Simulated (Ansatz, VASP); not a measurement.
**One calculation of C, two programs**

File INCAR:

```
PREC     = Accurate       # precision mode
ENCUT    = 520            # plane-wave cutoff, eV
EDIFF    = 1E-6           # SCF threshold, eV
ISMEAR   = 0              # smearing method
SIGMA    = 0.05           # smearing width, eV
LREAL    = F              # projectors in reciprocal space
LASPH    = T              # aspherical terms in the spheres
NELM     = 60             # most SCF steps
ALGO     = Normal         # electronic algorithm
ISIF     = 2              # what is computed and relaxed
LWAVE    = F              # write WAVECAR
LCHARG   = F              # write CHGCAR
NBANDS   = 26             # bands
```

File KPOINTS:

```
Automatic mesh
0
Gamma
  8 8 8
```

Contents of POSCAR:

```
C
1.0
   -2.4103983070      2.4103983070      2.4103983070
    2.4103983070     -2.4103983070      2.4103983070
    2.4103983070      2.4103983070     -2.4103983070
C
8
Direct
    0.3254710870      0.0000000000      0.0000000000
    0.6745289130      0.6745289130      0.6745289130
    0.0000000000      0.3254710870      0.0000000000
    0.0000000000      0.0000000000      0.3254710870
    0.0000000000      0.6745289130      0.0000000000
    0.3254710870      0.3254710870      0.3254710870
    0.6745289130      0.0000000000      0.0000000000
    0.0000000000      0.0000000000      0.6745289130
```

Input for Ansatz:

```yaml
crystal:
  lattice:
    - [-2.4103982985, 2.4103982985, 2.4103982985]
    - [2.4103982985, -2.4103982985, 2.4103982985]
    - [2.4103982985, 2.4103982985, -2.4103982985]
  atoms:
    - { symbol: C, position: [0.3254710859, 0.0, 0.0] }
    - { symbol: C, position: [0.6745289141, 0.6745289141, 0.6745289141] }
    - { symbol: C, position: [0.0, 0.3254710859, 0.0] }
    - { symbol: C, position: [0.0, 0.0, 0.3254710859] }
    - { symbol: C, position: [0.0, 0.6745289141, 0.0] }
    - { symbol: C, position: [0.3254710859, 0.3254710859, 0.3254710859] }
    - { symbol: C, position: [0.6745289141, 0.0, 0.0] }
    - { symbol: C, position: [0.0, 0.0, 0.6745289141] }
basis:
  ecutwfc: 420
kpoints:
  mp_grid: { grid: [8, 8, 8] }
hamiltonian:
  xc: lda
scf:
  occupations: { method: gaussian, width: 0.05 }
output:
  forces: true
  stress: true
  eigenvalues: true
  write_density: true
  write_potential: true
  elf: true
  volumetric_format: npy
```

This isn't the form of C at room conditions, which is graphite.

Alike in both runs: task single point; functional LDA; k mesh 8 × 8 × 8; occupations gaussian, width 0.05 eV; no spin polarisation.

```csv
,VASP,Ansatz
version,VASP 6.6.1,Ansatz 0.2.0
potentials or method,"VASP PAW LDA potentials, release 64 (C)","scalar-relativistic, plane waves, PAW"
plane-wave cutoff (eV),520,420
valence electrons in the cell,32,32
```

|  | VASP | Ansatz | Ansatz less VASP |
| --- | --- | --- | --- |
| gap on the k mesh at the Fermi level (eV) | 3.03 | 3.04 | +0.007 |
| least direct gap on the mesh (eV) | 3.82 | 3.84 | +0.021 |
| pressure (GPa) | 1.1 | 0.0 | -1.08 |
| rms of the force components (eV/Å) | 0.029 | 0.001 | -0.0280 |

Atom by atom the forces differ by 0.029 eV/Å (rms over components).
